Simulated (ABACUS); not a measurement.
Input of an ABACUS 3.10.1 run:

INPUT

```
INPUT_PARAMETERS
suffix              SnTe
calculation         scf
basis_type          pw
pseudo_dir          ./
symmetry            1
dft_functional      pbe
ecutwfc             83
pseudo_rcut         7
nspin               1
nbands              19
ks_solver           dav
smearing_method     fd
smearing_sigma      0.00367493
scf_thr             1e-08
scf_nmax            100
mixing_type         broyden
mixing_beta         0.7
cal_force           1
cal_stress          1
kpar                4
```

STRU

```
ATOMIC_SPECIES
Te 127.6000 Te.upf
Sn 118.7100 Sn.upf

LATTICE_CONSTANT
9.6507021536

LATTICE_VECTORS
0.0000000000 0.7071067812 0.7071067812
0.7071067812 0.0000000000 0.7071067812
0.7071067812 0.7071067812 0.0000000000

ATOMIC_POSITIONS
Cartesian

Te
0.0
1
0.3535533906 0.3535533906 0.3535533906 1 1 1

Sn
0.0
1
0.0000000000 0.0000000000 0.0000000000 1 1 1
```

The input KPT:

```
K_POINTS
0
Gamma
5 5 5 0 0 0
```

Potentials or basis: PseudoDojo NC SR 0.4.1 PBE standard, plane waves.

Launch:

```sh
$ OMP_NUM_THREADS=1 mpirun -np 4 abacus > log
```

Q: Estimate the pressure.

A: 0.0 GPa.

Q: Estimate the band gap on the k mesh.

A: 0.42 eV, indirect (least direct gap 0.85 eV).

Caveat: spin-orbit coupling is left out, which moves the levels of the heavy elements; an odd mesh through Γ misses points on the zone boundary, where band edges often lie.
